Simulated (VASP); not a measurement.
# SnO2 (Pmmm) in VASP: reference runs

Aim: a first look at SnO2 with PBE, on the cell as given and on a disturbed one.

Program: VASP 6.6.1. These are calculated values, not measurements. Logs are shortened: lines on timing, memory, paths and dates and some standing lists are left out, and cuts for length are marked.

### Step 1. The crystal as given

Symmetry: Pmmm, No. 47, orthorhombic system. Conventional cell: a = 3.023 Å, b = 4.965 Å, c = 5.977 Å, α = 90.00°, β = 90.00°, γ = 90.00°. Around Sn (site symmetry mmm) lie 4 O at 2.02 Å. Around O (site symmetry mm2) lie 2 Sn at 2.02 Å.

The cell was built by a generator and needn't be a form met in nature.

### Step 2. Single point, PBE

File INCAR:

```
SYSTEM = SnO2
  PREC = Accurate
  ENCUT = 520
  EDIFF = 1E-7
  ISMEAR = -1
  SIGMA = 0.05
  LREAL = .FALSE.
  LASPH = .TRUE.
  NELM = 80
  ALGO = Normal
  ISIF = 2
  LWAVE = .FALSE.
  LCHARG = .FALSE.
  GGA = PE
  NBANDS = 20
```

File KPOINTS:

```
Automatic mesh
0
G
  9 6 5
  0 0 0
```

File POSCAR:

```
SnO2
1.0
    3.0232700000      0.0000000000      0.0000000000
    0.0000000000      4.9646800000      0.0000000000
    0.0000000000      0.0000000000      5.9769600000
Sn O
1 2
Direct
    0.5000000000      0.5000000000      0.0000000000
    0.0000000000      0.5000000000      0.7757200000
    0.0000000000      0.5000000000      0.2242800000
```

Potentials or basis: VASP PAW PBE potentials, release 64 (Sn_d, O).

Launch:

```
cat potpaw_PBE.64/Sn_d/POTCAR potpaw_PBE.64/O/POTCAR > POTCAR
mpirun -np 1 vasp_std > vasp.out
```

OUTCAR:

```text
SYSTEM = SnO2
   PREC = Accurate
   ENCUT = 520
   EDIFF = 1E-7
   ISMEAR = -1
   LREAL = .FALSE.
   LASPH = .TRUE.
   NELM = 80
   ISIF = 2
   GGA = PE

 ion  position               nearest neighbor table
   1  0.500  0.500  0.000-   2 2.02   3 2.02   2 2.02   3 2.02
   2  0.000  0.500  0.776-   1 2.02   1 2.02
   3  0.000  0.500  0.224-   1 2.02   1 2.02

  LATTYP: Found a simple orthorhombic cell.
 ALAT       =     3.0232700000
 B/A-ratio  =     1.6421556791
 C/A-ratio  =     1.9769851849

  Lattice vectors:

 A1 = (   3.0232700000,   0.0000000000,   0.0000000000)
 A2 = (   0.0000000000,   4.9646800000,   0.0000000000)
 A3 = (   0.0000000000,   0.0000000000,   5.9769600000)

Analysis of symmetry for initial positions (statically):
=====================================================================
 Subroutine PRICEL returns:
 Original cell was already a primitive cell.

 Routine SETGRP: Setting up the symmetry group for a
 simple orthorhombic supercell.

 Subroutine GETGRP returns: Found  8 space group operations
 (whereof  8 operations were pure point group operations)
 out of a pool of  8 trial point group operations.

The static configuration has the point symmetry D_2h.

Analysis of symmetry for dynamics (positions and initial velocities):
=====================================================================
 Subroutine PRICEL returns:
 Original cell was already a primitive cell.

 Routine SETGRP: Setting up the symmetry group for a
 simple orthorhombic supercell.

 Subroutine GETGRP returns: Found  8 space group operations
 (whereof  8 operations were pure point group operations)
 out of a pool of  8 trial point group operations.

The dynamic configuration has the point symmetry D_2h.

 Subroutine INISYM returns: Found  8 space group operations
 (whereof  8 operations are pure point group operations),
 and found     1 'primitive' translations

----------------------------------------------------------------------------------------

                                     Primitive cell

  volume of cell :      89.7116

  direct lattice vectors                    reciprocal lattice vectors
     3.023270000  0.000000000  0.000000000     0.330767679  0.000000000  0.000000000
     0.000000000  4.964680000  0.000000000     0.000000000  0.201422851  0.000000000
     0.000000000  0.000000000  5.976960000     0.000000000  0.000000000  0.167309134

  length of vectors
     3.023270000  4.964680000  5.976960000     0.330767679  0.201422851  0.167309134

  position of ions in fractional coordinates (direct lattice)
     0.500000000  0.500000000  0.000000000
     0.000000000  0.500000000  0.775720000
     0.000000000  0.500000000  0.224280000

  ion indices of the primitive-cell ions
   primitive index   ion index
                 1           1
                 2           2
                 3           3

----------------------------------------------------------------------------------------

 KPOINTS: Automatic mesh

Automatic generation of k-mesh.
 Grid dimensions read from file:
 generate k-points for:    9    6    5

 Generating k-lattice:

  Cartesian coordinates                     Fractional coordinates (reciprocal lattice)
     0.036751964  0.000000000  0.000000000     0.111111111  0.000000000  0.000000000
     0.000000000  0.033570475  0.000000000     0.000000000  0.166666667  0.000000000
     0.000000000  0.000000000  0.033461827     0.000000000  0.000000000  0.200000000

  Length of vectors
     0.036751964  0.033570475  0.033461827

  Shift w.r.t. Gamma in fractional coordinates (k-lattice)
     0.000000000  0.000000000  0.000000000

 Subroutine IBZKPT returns following result:
 ===========================================

 Found     60 irreducible k-points:

 Following reciprocal coordinates:
            Coordinates               Weight
  0.000000  0.000000  0.000000      1.000000
  0.111111  0.000000  0.000000      2.000000
  0.222222  0.000000  0.000000      2.000000
  0.333333  0.000000  0.000000      2.000000
  0.444444  0.000000  0.000000      2.000000
  0.000000  0.166667  0.000000      2.000000
[... 16 lines left out ...]
  0.222222  0.000000  0.200000      4.000000
  0.333333  0.000000  0.200000      4.000000
 [... further k-points ...]
   k-points           NKPTS =     60   k-points in BZ     NKDIM =     60   number of bands    NBANDS=     20
   number of dos      NEDOS =    301   number of ions     NIONS =      3
   total plane-waves  NPLWV =  46080
   dimension x,y,z NGX =    24 NGY =   40 NGZ =   48
   dimension x,y,z NGXF=    48 NGYF=   80 NGZF=   96
   ions per type =               1   2
   NGX,Y,Z   is equivalent  to a cutoff of  13.20, 13.39, 13.35 a.u.
   NGXF,Y,Z  is equivalent  to a cutoff of  26.39, 26.79, 26.70 a.u.
 SYSTEM =  SnO2
   PREC   = accura    normal or accurate (medium, high low for compatibility)
   ISTART =      0    job   : 0-new  1-cont  2-samecut
   ICHARG =      2    charge: 1-file 2-atom 10-const
   ISPIN  =      1    spin polarized calculation?
   LNONCOLLINEAR =      F non collinear calculations
   LSORBIT =      F    spin-orbit coupling
   LASPH  =      T    aspherical Exc in radial PAW
   ENCUT  =  520.0 eV  38.22 Ry    6.18 a.u.   5.62  9.23 11.11*2*pi/ulx,y,z
   NELM   =     80;   NELMIN=  2; NELMDL= -5     # of ELM steps
   EDIFF  = 0.1E-06   stopping-criterion for ELM
   LREAL  =      F    real-space projection
   EDIFFG = 0.1E-05   stopping-criterion for IOM
   NSW    =      0    number of steps for IOM
   IBRION =     -1    ionic relax: 0-MD 1-quasi-New 2-CG
   NFREE  =      0    steps in history (QN), initial steepest desc. (CG)
   ISIF   =      2    stress and relaxation
   ISYM   =      2    0-nonsym 1-usesym 2-fastsym
   POTIM  = 0.5000    time-step for ionic-motion
   TEBEG  =    0.0;   TEEND  =   0.0 temperature during run
   PSTRESS=    0.0 pullay stress
   NELECT =      26.0000    total number of electrons
   NUPDOWN=      -1.0000    fix difference up-down
   EMIN   =  10.00;   EMAX   =-10.00  energy-range for DOS
   EFERMI =   0.00;   METHOD = LEGACY
   ISMEAR =    -1;   SIGMA  =   0.05  broadening in eV -4-tet -1-fermi 0-gaus
   EFERMI_NEDOS =   21; number of points for ismear=-14 and -15
   IALGO  =     38    algorithm
   IMIX   =      4    mixing-type and parameters
     AMIX     =   0.40;   BMIX     =  1.00
     AMIX_MAG =   1.60;   BMIX_MAG =  1.00
  volume/ion in A,a.u.               =      29.90       201.80
  Fermi-wavevector in a.u.,A,eV,Ry     =   1.083386  2.047302 15.969492  1.173725
  Thomas-Fermi vector in A             =   2.219450
   LORBIT       =      0    0 simple, 1 ext, 2 COOP (PROOUT), +10 PAW based schemes
   GGA     = PE    functional components
   LHFCALC =     F    Hartree Fock is set to
   AEXX    =    0.0000 exact exchange contribution
   IVDW    =     0    specifies the selected vdW correction
   LEPSILON=     F    determine dielectric tensor
   LRPA    =     F    only Hartree local field effects (RPA)
 non-spin polarized calculation
  energy-cutoff  :      520.00
  volume of cell :       89.71
 maximum number of plane-waves:      2439
 NGX is ok and might be reduce to    24
   NGX = 11   NGY = 19   NGZ = 23

 number of electron      25.9999999 magnetization

 Free energy of the ion-electron system (eV)
  ---------------------------------------------------
  ext. energy  EPLUGINS =         0.00000000
  ---------------------------------------------------
  free energy    TOTEN  =       -16.14528536 eV

  energy without entropy =      -16.14528525  energy(sigma->0) =      -16.14528530

 E-fermi :  -0.6350     XC(G=0):  -6.3530

 val. band max:       -1.3402107657   @ k =   0.4444   0.5000   0.0000
 cond. band min:      -0.0540872503   @ k =   0.0000   0.0000   0.0000
 fundamental gap:      1.2861235154
 Fermi energy:        -0.6350222962

 k-point     1 :       0.0000    0.0000    0.0000
  band No.  band energies     occupation
      1     -22.6746      2.00000
      2     -21.9308      2.00000
      3     -21.8439      2.00000
      4     -21.7392      2.00000
      5     -21.7240      2.00000
      6     -18.4927      2.00000
[... 12 lines left out ...]
     19       9.8510      0.00000
     20      10.8105      0.00000

 k-point     2 :       0.1111    0.0000    0.0000
  band No.  band energies     occupation
      1     -22.5999      2.00000
      2     -21.9276      2.00000
      3     -21.8684      2.00000
      4     -21.8621      2.00000
      5     -21.7165      2.00000
      6     -18.4780      2.00000
[... 12 lines left out ...]
     19      10.1719      0.00000
     20      10.3799      0.00000

 k-point     3 :       0.2222    0.0000    0.0000
  band No.  band energies     occupation
      1     -22.4142      2.00000
      2     -22.1805      2.00000
      3     -21.9195      2.00000
      4     -21.9079      2.00000
      5     -21.6481      2.00000
      6     -18.4391      2.00000
[... 12 lines left out ...]
     19       9.1021      0.00000
     20      10.9751      0.00000

 k-point     4 :       0.3333    0.0000    0.0000
  band No.  band energies     occupation
      1     -22.4748      2.00000
      2     -22.2192      2.00000
      3     -21.9593      2.00000
      4     -21.9103      2.00000
      5     -21.5398      2.00000
      6     -18.3913      2.00000
[... 12 lines left out ...]
     19       9.1724      0.00000
     20      10.8696      0.00000

 k-point     5 :       0.4444    0.0000    0.0000
  band No.  band energies     occupation
      1     -22.6435      2.00000
      2     -22.1091      2.00000
      3     -21.9926      2.00000
      4     -21.9043      2.00000
      5     -21.4428      2.00000
      6     -18.3575      2.00000
[... 12 lines left out ...]
     19      10.4336      0.00000
     20      10.4619      0.00000
[... 353 lines left out ...]
      6     -18.4843      2.00000
[... 12 lines left out ...]
     19       9.8295      0.00000
     20      10.7150      0.00000

 k-point    22 :       0.1111    0.0000    0.2000
  band No.  band energies     occupation
      1     -22.5994      2.00000
      2     -21.9276      2.00000
      3     -21.8686      2.00000
      4     -21.8621      2.00000
      5     -21.7165      2.00000
      6     -18.4696      2.00000
[... 12 lines left out ...]
     19      10.0266      0.00000
     20      10.5341      0.00000

 k-point    23 :       0.2222    0.0000    0.2000
  band No.  band energies     occupation
      1     -22.4139      2.00000
      2     -22.1811      2.00000
      3     -21.9195      2.00000
      4     -21.9079      2.00000
      5     -21.6481      2.00000
      6     -18.4307      2.00000
[... 12 lines left out ...]
     19       9.1911      0.00000
     20      10.8351      0.00000

 k-point    24 :       0.3333    0.0000    0.2000
  band No.  band energies     occupation
      1     -22.4754      2.00000
      2     -22.2190      2.00000
      3     -21.9593      2.00000
      4     -21.9103      2.00000
      5     -21.5398      2.00000
      6     -18.3830      2.00000
[... 12 lines left out ...]
     19       9.5856      0.00000
     20      10.8734      0.00000

 [... further k-points ...]
[... 5 lines left out ...]
  --------------------------------------------------------------------------------------
  -------------------------------------------------------------------------------------
  Total        0.5798026      0.2348082      0.4513765     -0.0000000      0.0000000      0.0000000
  in kB       10.3548111      4.1934874      8.0612237     -0.0000000      0.0000000      0.0000000
  external PRESSURE =       7.5365074 kB  Pullay stress =       0.0000000 kB

 VOLUME and BASIS-vectors are now :
 -----------------------------------------------------------------------------
  energy-cutoff  :      520.00
  volume of cell :       89.71
      direct lattice vectors                 reciprocal lattice vectors
     3.023270000  0.000000000  0.000000000     0.330767679  0.000000000  0.000000000
     0.000000000  4.964680000  0.000000000     0.000000000  0.201422851  0.000000000
     0.000000000  0.000000000  5.976960000     0.000000000  0.000000000  0.167309134

 POSITION                                       TOTAL-FORCE (eV/Angst)
 -----------------------------------------------------------------------------------
      1.51164      2.48234      0.00000         0.000000     -0.000000      0.000000
      0.00000      2.48234      4.63645         0.000000      0.000000     -0.094844
      0.00000      2.48234      1.34051        -0.000000     -0.000000      0.094844
 -----------------------------------------------------------------------------------
    total drift:                                0.000000     -0.000000     -0.000000

  FREE ENERGIE OF THE ION-ELECTRON SYSTEM (eV)
  ---------------------------------------------------
  free  energy   TOTEN  =       -16.1452853608 eV

  energy  without entropy=      -16.1452852487  energy(sigma->0) =      -16.14528530
```

Run time: 39 s. Hardware: 1 thread of Intel Xeon 6975P-C (Granite Rapids), shared host; peak memory 0.26 GiB.

Results:

```yaml
Free_energy: -16.1453 eV
Pressure: 0.8 GPa
Largest_force: 0.095 eV/Å
Band_gap_on_the_k_mesh: 1.29 eV, indirect (least direct gap 1.85 eV)
```

Forces in eV/Å, atoms in the order of the input:
```
Sn   0.000  0.000  0.000
O    0.000  0.000 -0.095
O    0.000  0.000  0.095
```

Stress tensor (GPa, compression positive):
```
1.04 0.00 0.00
0.00 0.42 0.00
0.00 0.00 0.81
```

Caveat: spin-orbit coupling is left out, which moves the levels of the heavy elements; an odd mesh through Γ misses points on the zone boundary, where band edges often lie.

### Step 3. Single point, PBE (atoms moved at random, drawn with an rms of 0.05 Å)

File INCAR:

```
SYSTEM = SnO2
PREC     = Accurate       ! precision mode
ENCUT    = 520            ! plane-wave cutoff, eV
EDIFF    = 1E-7           ! SCF threshold, eV
ISMEAR   = -1             ! smearing method
SIGMA    = 0.05           ! smearing width, eV
LREAL    = .FALSE.        ! projectors in reciprocal space
LASPH    = .TRUE.         ! aspherical terms in the spheres
NELM     = 80             ! most SCF steps
ALGO     = Normal         ! electronic algorithm
ISIF     = 2              ! what is computed and relaxed
LWAVE    = .FALSE.        ! write WAVECAR
LCHARG   = .FALSE.        ! write CHGCAR
GGA      = PE             ! functional
NBANDS   = 20             ! bands
```

KPOINTS is that of step 2.

File POSCAR:

```
SnO2
1.0
    3.0232700000      0.0000000000      0.0000000000
    0.0000000000      4.9646800000      0.0000000000
    0.0000000000      0.0000000000      5.9769600000
Sn O
1 2
Direct
    0.5074680000      0.4991730000     -0.0008730000
   -0.0043850000      0.5088600000      0.7674370000
   -0.0130290000      0.4947350000      0.2259780000
```

Potentials or basis: VASP PAW PBE potentials, release 64 (Sn_d, O).

Launch:

```
cat potpaw_PBE.64/Sn_d/POTCAR potpaw_PBE.64/O/POTCAR > POTCAR
mpirun -np 1 vasp_std > vasp.out
```

OUTCAR:

```text
SYSTEM = SnO2
   PREC = Accurate
   ENCUT = 520
   EDIFF = 1E-7
   ISMEAR = -1
   LREAL = .FALSE.
   LASPH = .TRUE.
   NELM = 80
   ISIF = 2
   GGA = PE

 ion  position               nearest neighbor table
   1  0.507  0.499  0.999-   3 1.99   2 2.02   2 2.08   3 2.08
   2  0.996  0.509  0.767-   1 2.02   1 2.08
   3  0.987  0.495  0.226-   1 1.99   1 2.08

  LATTYP: Found a simple orthorhombic cell.
 ALAT       =     3.0232700000
 B/A-ratio  =     1.6421556791
 C/A-ratio  =     1.9769851849

  Lattice vectors:

 A1 = (   3.0232700000,   0.0000000000,   0.0000000000)
 A2 = (   0.0000000000,   4.9646800000,   0.0000000000)
 A3 = (   0.0000000000,   0.0000000000,   5.9769600000)

Analysis of symmetry for initial positions (statically):
=====================================================================
 Subroutine PRICEL returns:
 Original cell was already a primitive cell.

 Routine SETGRP: Setting up the symmetry group for a
 simple orthorhombic supercell.

 Subroutine GETGRP returns: Found  1 space group operations
[... 158 lines left out ...]
 Free energy of the ion-electron system (eV)
  ---------------------------------------------------
  ext. energy  EPLUGINS =         0.00000000
  ---------------------------------------------------
  free energy    TOTEN  =       -16.10334000 eV

  energy without entropy =      -16.10333990  energy(sigma->0) =      -16.10333995

 E-fermi :  -0.6976     XC(G=0):  -6.3785

 val. band max:       -1.4079843062   @ k =   0.4444   0.5000   0.0000
 cond. band min:      -0.1107121239   @ k =   0.0000   0.0000   0.0000
 fundamental gap:      1.2972721822
 Fermi energy:        -0.6976176830

 k-point     1 :       0.0000    0.0000    0.0000
  band No.  band energies     occupation
      1     -22.6458      2.00000
      2     -21.9592      2.00000
      3     -21.8871      2.00000
      4     -21.7728      2.00000
      5     -21.7546      2.00000
      6     -18.4562      2.00000
[... 541 lines left out ...]
     19       9.4667      0.00000
     20      10.9254      0.00000

 [... further k-points ...]
[... 5 lines left out ...]
  --------------------------------------------------------------------------------------
  -------------------------------------------------------------------------------------
  Total       -0.0668855      0.2332497     -1.0349396      0.0054358      0.0033431      0.2900742
  in kB       -1.1945223      4.1656538    -18.4831946      0.0970786      0.0597047      5.1804944
  external PRESSURE =      -5.1706877 kB  Pullay stress =       0.0000000 kB

 VOLUME and BASIS-vectors are now :
 -----------------------------------------------------------------------------
  energy-cutoff  :      520.00
  volume of cell :       89.71
      direct lattice vectors                 reciprocal lattice vectors
     3.023270000  0.000000000  0.000000000     0.330767679  0.000000000  0.000000000
     0.000000000  4.964680000  0.000000000     0.000000000  0.201422851  0.000000000
     0.000000000  0.000000000  5.976960000     0.000000000  0.000000000  0.167309134

 POSITION                                       TOTAL-FORCE (eV/Angst)
 -----------------------------------------------------------------------------------
      1.53421      2.47823      5.97174        -1.008918      0.073595     -0.467093
      3.01001      2.52633      4.58694         0.395374     -0.030997      0.688524
      2.98388      2.45620      1.35066         0.613544     -0.042598     -0.221431
 -----------------------------------------------------------------------------------
    total drift:                               -0.000410     -0.000473     -0.000590

  FREE ENERGIE OF THE ION-ELECTRON SYSTEM (eV)
  ---------------------------------------------------
  free  energy   TOTEN  =       -16.1033400009 eV

  energy  without entropy=      -16.1033399011  energy(sigma->0) =      -16.10333995
```

stdout:

```text
POSCAR found type information on POSCAR SnO
 POSCAR found :  2 types and       3 ions
 scaLAPACK will be used
 LDA part: xc-table for (Slater+PW92), standard interpolation
 POSCAR, INCAR and KPOINTS ok, starting setup
 FFT: planning ... GRIDC
 FFT: planning ... GRID_SOFT
 FFT: planning ... GRID
 WAVECAR not read
 entering main loop
```

It took 85 s on 1 thread of Intel Xeon 6975P-C (Granite Rapids), shared host; peak memory 0.36 GiB.

Results:

| Quantity | Value |
| --- | --- |
| Free energy | -16.1033 eV |
| Pressure | -0.5 GPa |
| Largest force | 1.114 eV/Å |
| Band gap on the k mesh | 1.30 eV, indirect (least direct gap 1.79 eV) |

Forces in eV/Å, atoms in the order of the input:
```
Sn  -1.009  0.074 -0.467
O    0.395 -0.031  0.689
O    0.614 -0.043 -0.221
```

Stress tensor (GPa, compression positive):
```
-0.12  0.01  0.52
 0.01  0.42  0.01
 0.52  0.01 -1.85
```

Caveat: spin-orbit coupling is left out, which moves the levels of the heavy elements; an odd mesh through Γ misses points on the zone boundary, where band edges often lie.
